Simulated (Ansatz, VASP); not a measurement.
**NaCl: VASP beside Ansatz**

INCAR

```
PREC = Accurate
ENCUT = 520
EDIFF = 1E-6
ISMEAR = 0
SIGMA = 0.1
LREAL = F
LASPH = T
NELM = 100
ALGO = Normal
ISIF = 2
LWAVE = F
LCHARG = F
GGA = CA
NBANDS = 22
```

The input KPOINTS:

```
Automatic mesh
0
Gamma
  6 6 4
```

POSCAR

```
NaCl
1.0
    3.8990893795      0.0000000000      0.0000000000
    0.0000000000      3.8990893795      0.0000000000
    0.0000000000      0.0000000000      5.4049011475
Na Cl
2 2
Direct
    0.0000000000      0.0000000000      0.0000000000
    0.5000000000      0.5000000000      0.5000000000
    0.5000000000      0.5000000000      0.0000000000
    0.0000000000      0.0000000000      0.5000000000
```

Input for Ansatz:

```yaml
crystal:
  lattice:
    - [3.8990893795, 0.0, 0.0]
    - [0.0, 3.8990893795, 0.0]
    - [0.0, 0.0, 5.4049011475]
  atoms:
    - { symbol: Na, position: [0.0, 0.0, 0.0] }
    - { symbol: Na, position: [0.5, 0.5, 0.5] }
    - { symbol: Cl, position: [0.5, 0.5, 0.0] }
    - { symbol: Cl, position: [0.0, 0.0, 0.5] }
basis:
  ecutwfc: 420
kpoints:
  mp_grid: { grid: [6, 6, 4] }
hamiltonian:
  xc: lda
  pseudopotentials: { kind: paw }
scf:
  occupations: { method: gaussian, width: 0.1 }
output:
  forces: true
  stress: true
  eigenvalues: true
```

The cell was built by a generator and isn't the measured one.

Alike in both runs: task single point; functional LDA; k mesh 6 × 6 × 4; occupations gaussian, width 0.1 eV; no spin polarisation.

```csv
,VASP,Ansatz
version,VASP 6.6.1,Ansatz 0.2.0
potentials or method,"VASP PAW LDA potentials, release 64 (Na_pv, Cl)","scalar-relativistic, plane waves, PAW"
plane-wave cutoff (eV),520,420
valence electrons in the cell,28,32
```

Ansatz gave:

* gap on the k mesh at the Fermi level (eV): 5.04
* least direct gap on the mesh (eV): 5.04
* pressure (GPa): -0.2
* largest component of the traceless stress (GPa): 0.76

Q: Which values does VASP return?

A: gap on the k mesh at the Fermi level (eV): 5.04; least direct gap on the mesh (eV): 5.04; pressure (GPa): -0.2; largest component of the traceless stress (GPa): 0.77.

The two sets of potentials don't hold the same shells in valence.

Expect the measured gap to be larger: semilocal functionals such as LDA lack the derivative discontinuity.
